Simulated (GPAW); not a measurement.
Runs of GPAW 26.7.0 on Fe. The structure is cubic, space group Im-3m (No. 229). Conventional cell: a = 2.886 Å, b = 2.886 Å, c = 2.886 Å, α = 90.00°, β = 90.00°, γ = 90.00°. Around Fe (site symmetry m-3m) lie 8 Fe at 2.50 Å. 

```csv
task,level,potentials or basis,cell,k mesh,cutoff (eV),smearing,optimizer,fmax,max steps,convergence,band path,grid spacing,gap on the mesh (eV),pressure (GPa),moment (μB)
single point,PBE,"GPAW PAW data sets (gpaw-data 1.2.1), pw",as given,13 × 13 × 13,600,gaussian 0.024 eV,-,-,-,-,-,-,none,-7.9,2.25
relaxation of cell and atoms,PBE,"GPAW PAW data sets (gpaw-data 1.2.1), pw",relaxed,13 × 13 × 13,600,fermi-dirac 0.05 eV,FIRE,0.05 eV/Å,100,density=1e-05 forces=0.0001,-,-,none,-0.4,2.13
band structure,RPBE,"the program's PAW data sets (release 1.2.1) made for this functional, pw",as given,13 × 13 × 13,600,fermi-dirac 0.05 eV,-,-,-,-,"GHNGPH,PN",-,-,-1.3,2.30
band structure,LDA,"the program's PAW data sets (release 1.2.1) made for this functional, pw",as given,13 × 13 × 13,600,fermi-dirac 0.05 eV,-,-,-,-,"GHNGPH,PN",-,-,(a),(b)
```

Alike in all rows: spin collinear, ferromagnetic start.

Question: Estimate the missing entries.

Answer: (a) -25.5; (b) 2.20.

Caveats: each step starts from the last one's moments, so a moment once lost doesn't come back (some runs); later steps reuse the first step's grids (some runs); so large a pressure means that the cell lies far from this level's equilibrium, or that cutoff or potentials fall short (some runs).

A k mesh can miss the band edges.

A gap of «none» marks a metal or a gap under the smearing width.

Not every run made on this cell is shown here.
